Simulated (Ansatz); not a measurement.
# B: what a guessed cell relaxes into

Aim: relax a trial structure of B and see where it ends.

Method: DFT PBE, scalar-relativistic, plane waves, PAW, in Ansatz 0.2.0.

### Step 1. The starting structure

Symmetry: P2, No. 3, monoclinic system. The conventional cell has a = 2.907 Å, b = 3.309 Å, c = 3.011 Å, α = 90.00°, β = 92.69°, γ = 90.00°. Around B (site symmetry 1) lie 4 B at 1.59 to 1.71 Å. B (site symmetry 2) has 4 B at 1.59 to 1.77 Å as nearest neighbours. B (site symmetry 2) has 4 B at 1.68 to 1.77 Å as nearest neighbours.

Coordinates:

```cif
data_structure
_symmetry_space_group_name_H-M 'P2'
_symmetry_Int_Tables_number 3
_cell_length_a 2.9066
_cell_length_b 3.3093
_cell_length_c 3.0114
_cell_angle_alpha 90.000
_cell_angle_beta 92.694
_cell_angle_gamma 90.000
_cell_volume 28.94
loop_
_atom_site_label
_atom_site_type_symbol
_atom_site_symmetry_multiplicity
_atom_site_Wyckoff_symbol
_atom_site_fract_x
_atom_site_fract_y
_atom_site_fract_z
_atom_site_occupancy
B1 B 2 e 0.86823 0.90007 0.74802 1
B2 B 1 c 0.50000 0.15688 0.00000 1
B3 B 1 a 0.00000 0.46047 0.00000 1
```

Recipe of the guess: 4-connected net of one element (P2, No. 3). Lengths come from tabulated atomic sizes and are only a guess.

### Step 2. A first look at the guess

Input file input.yaml:

```yaml
crystal:
  lattice:
    - [2.90662127, 0.0, 0.0]
    - [0.0, 3.30933383, 0.0]
    - [-0.14152424, 0.0, 3.00811698]
  atoms:
    - { symbol: B, position: [0.868235, 0.90007, 0.748025] }
    - { symbol: B, position: [0.5, 0.15688002, 0.0] }
    - { symbol: B, position: [0.131765, 0.90007, 0.251975] }
    - { symbol: B, position: [0.0, 0.46047002, 0.0] }
basis:
  ecutwfc: 420
kpoints:
  mp_grid: { grid: [6, 6, 6] }
hamiltonian:
  xc: pbe
scf:
  occupations: { method: gaussian, width: 0.1 }
  lower_state_search: "off"
output:
  forces: true
  stress: true
  eigenvalues: true
```

Launch:

```sh
> ansatz run input.yaml --threads 1 --pin off --max-ram 2560MiB --backend cpu --events-out ev --progress --plain --runs-dir out
```

Further runs follow: rough relaxation on the coarse mesh; full relaxation.

What does the calculation give? Wanted: conventional cell; volume; energy over the standard state; gap on the mesh.

**Answer**, as computed:

| quantity | value |
| --- | --- |
| symmetry at the end (tolerance 0.05 Å) | space group Pmm2 (No. 25) |
| conventional cell | a = 2.796 Å, b = 3.415 Å, c = 3.315 Å, α = 90.00°, β = 90.00°, γ = 90.00° |
| volume | 7.91 Å³/atom |
| energy over the standard state | +0.53 eV/atom |
| gap on the mesh | none (metal) |

What this shows: The symmetry goes from space group P2 (No. 3) to space group Pmm2 (No. 25), and the volume per atom grows by 9.4 % from the first guess. It lies above the element's standard state, so it is metastable at best. No finished test with a distortion of lower symmetry is shown, so the end may be a saddle point.
